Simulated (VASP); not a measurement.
Wanted: the native input for a VASP 6.6.1 run.

```yaml
Task: single point
Functional: PBE
Potentials_or_basis: VASP PAW PBE potentials, release 64 (Ba_sv, Zr_sv, O)
Cutoff: 520 eV
k_mesh: 6 × 6 × 6
Occupations: gaussian, width 0.05 eV
Spin: no spin polarisation
Dipole_correction: no
Further_INCAR_settings: ALGO = Fast; EDIFF = 1e-06; NBANDS = 28
```

The structure of BaZrO3 lies in POSCAR:

```
BaZrO3
1.0
    4.3434485508      0.0000000000      0.0000000000
    0.0000000000      4.6921925951      0.0000000000
    0.0000000000      0.0000000000      4.2272005361
Ba Zr O
1 1 3
Direct
    0.5000000000      0.5000000000      0.5000000000
    0.0000000000      0.0000000000      0.0000000000
    0.5000000000      0.0000000000      0.0000000000
    0.0000000000      0.5000000000      0.0000000000
    0.0000000000      0.0000000000      0.5000000000
```

The cell isn't the ideal one: normal strain along x +0.0275, normal strain along y +0.1100.

One way to write it, as run:

INCAR

```
SYSTEM = BaZrO3
  PREC = Accurate
  ENCUT = 520
  EDIFF = 1E-6
  ISMEAR = 0
  SIGMA = 0.05
  LREAL = .FALSE.
  LASPH = .TRUE.
  NELM = 80
  ALGO = Fast
  ISIF = 2
  LWAVE = .FALSE.
  LCHARG = .FALSE.
  GGA = PE
  NBANDS = 28
```

KPOINTS

```
regular mesh
0
G
  6 6 6
  0 0 0
```

Potentials or basis: VASP PAW PBE potentials, release 64 (Ba_sv, Zr_sv, O).

Run with:

```sh
$ cat potpaw_PBE.64/Ba_sv/POTCAR potpaw_PBE.64/Zr_sv/POTCAR potpaw_PBE.64/O/POTCAR > POTCAR
$ mpirun -np 1 vasp_std > vasp.out
```

It gave:

```
Pressure               : -12.7 GPa
Band gap on the k mesh : 2.62 eV, indirect (least direct gap 2.96 eV)
```

Caveat: spin-orbit coupling is left out, which moves the levels of the heavy elements.

It took 5.5 min on 1 thread of Intel(R) Xeon(R) 6975P-C (Granite Rapids), with other jobs on the host, peak memory 0.29 GiB.
